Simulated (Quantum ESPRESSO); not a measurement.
## BN: single point with PBE

BN:

```
CELL_PARAMETERS angstrom
1.25112 0.72234 3.37293
-1.25112 0.72234 3.37293
0.00000 -1.44467 3.37293
ATOMIC_POSITIONS crystal
N 0.66724 0.66724 0.66724
B 0.00033 0.00033 0.00033
```

The cell is a database's computed one.

```yaml
Program: Quantum ESPRESSO 7.5
Task: single point
Functional: PBE
Potentials_or_basis: SSSP 1.3 efficiency PBE
Cutoff: 816 eV
Density_cutoff: 6531 eV
k_mesh: 12 × 12 × 12
Occupations: fermi-dirac, width 0.05 eV
Spin: no spin polarisation
```

* Pressure: 2.5 GPa
* Largest force: 0.003 eV/Å
* Band gap on the k mesh: 4.30 eV, indirect (least direct gap 4.72 eV)

Forces on the atoms (eV/Å):
```
N    0.000  0.000 -0.003
B    0.000  0.000  0.003
```

Stress tensor (GPa, compression positive):
```
2.72 0.00 0.00
0.00 2.72 0.00
0.00 0.00 2.08
```

Levels at points of the mesh, in eV from the valence-band top:
```tsv
k point	band 1	band 2	band 3	band 4	band 5	band 6	band 7	band 8
(0.00, 0.00, 0.00)	-17.76	-4.17	-1.30	-1.30	5.18	11.69	11.69	13.15
(0.00, 0.00, -0.50)	-14.58	-8.92	-4.08	-0.60	5.31	9.94	13.10	15.03
(0.00, -0.50, -0.50)	-14.51	-8.80	-4.13	-1.17	4.30	9.93	14.27	17.57
(-0.50, -0.50, -0.50)	-17.50	-6.12	-1.31	-1.31	10.11	11.62	11.62	12.26
```

Run time: 30 s on 1 thread of AMD EPYC 7R43 64-Core Processor (Zen 3), with other jobs on the host, peak memory 0.08 GiB.

A k mesh can miss the band edges. Expect the measured gap to be larger: semilocal functionals such as PBE lack the derivative discontinuity.
